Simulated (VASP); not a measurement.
# VASP 6.6.1 run: LiBr

INCAR

```
ISMEAR = -1
NBANDS = 12
LREAL = .FALSE.
MAGMOM = 1 1
ENCUT = 520
NSW = 0
LWAVE = .FALSE.
EDIFF = 1E-7
SIGMA = 0.02
GGA = PE
ISPIN = 2
PREC = Accurate
ISIF = 2
LASPH = .TRUE.
NELM = 120
IBRION = -1
LCHARG = .FALSE.
```

KPOINTS

```
KPOINTS created by Atomic Simulation Environment
0
Gamma
8 8 8
0 0 0
```

POSCAR

```
Li Br
 1.0000000000000000
     0.0000000000000000    2.7395650435999999    2.7806585192000002
     2.7395650435999999    0.0000000000000000    2.7806585192000002
     2.7395650435999999    2.7395650435999999    0.0000000000000000
 Li  Br
   1   1
Cartesian
  0.0000000000000000  0.0000000000000000  0.0000000000000000
  2.7395650435999999  2.7395650435999999  2.7806585192000006
```

The recommended PBE PAW datasets give the neutral cell 10 valence electrons.

Command

```
mpirun -np 1 vasp_std
```

Problem. How does this run end, and what does it give?

Solution. It converged. Results: pressure 0.0 GPa; magnetic moment of the cell 0.00 μB.

OSZICAR

```
N       E                     dE             d eps       ncg     rms          rms(c)
DAV:   1     0.434389763814E+02    0.43439E+02   -0.38050E+03  2832   0.749E+02
DAV:   2    -0.280390268680E+01   -0.46243E+02   -0.44211E+02  3580   0.136E+02
DAV:   3    -0.550370840118E+01   -0.26998E+01   -0.26925E+01  3764   0.341E+01
DAV:   4    -0.557867200647E+01   -0.74964E-01   -0.74937E-01  3908   0.554E+00
DAV:   5    -0.557947328867E+01   -0.80128E-03   -0.80127E-03  3720   0.546E-01    0.993E+00
DAV:   6    -0.642509018582E+01   -0.84562E+00   -0.57849E-01  4168   0.413E+00    0.450E+00
DAV:   7    -0.663381349637E+01   -0.20872E+00   -0.11325E-01  3220   0.243E+00    0.960E-01
DAV:   8    -0.663920747873E+01   -0.53940E-02   -0.27673E-02  3036   0.125E+00    0.500E-01
DAV:   9    -0.664325639625E+01   -0.40489E-02   -0.31631E-03  3316   0.491E-01    0.165E-01
DAV:  10    -0.664368981708E+01   -0.43342E-03   -0.10901E-03  3428   0.268E-01    0.610E-02
DAV:  11    -0.664391190589E+01   -0.22209E-03   -0.19362E-04  3120   0.130E-01    0.289E-02
DAV:  12    -0.664391909644E+01   -0.71906E-05   -0.19170E-05  3348   0.421E-02    0.120E-02
DAV:  13    -0.664392751831E+01   -0.84219E-05   -0.13116E-05  3232   0.318E-02    0.443E-03
DAV:  14    -0.664392859481E+01   -0.10765E-05   -0.37299E-07  3740   0.618E-03    0.754E-04
DAV:  15    -0.664392877268E+01   -0.17787E-06   -0.69986E-08  3224   0.286E-03    0.462E-04
DAV:  16    -0.664392898640E+01   -0.21372E-06   -0.27437E-08  3076   0.147E-03    0.154E-04
DAV:  17    -0.664392897515E+01    0.11252E-07   -0.14850E-09  1752   0.406E-04
   1 F= -.66439290E+01 E0= -.66439290E+01  d E =-.283976E-10  mag=    -0.0000
```

For comparison, a separate PBE run of the intended cell, on usual settings and not on those above, gives a gap of 4.91 eV on its mesh and a pressure of 0.0 GPa.
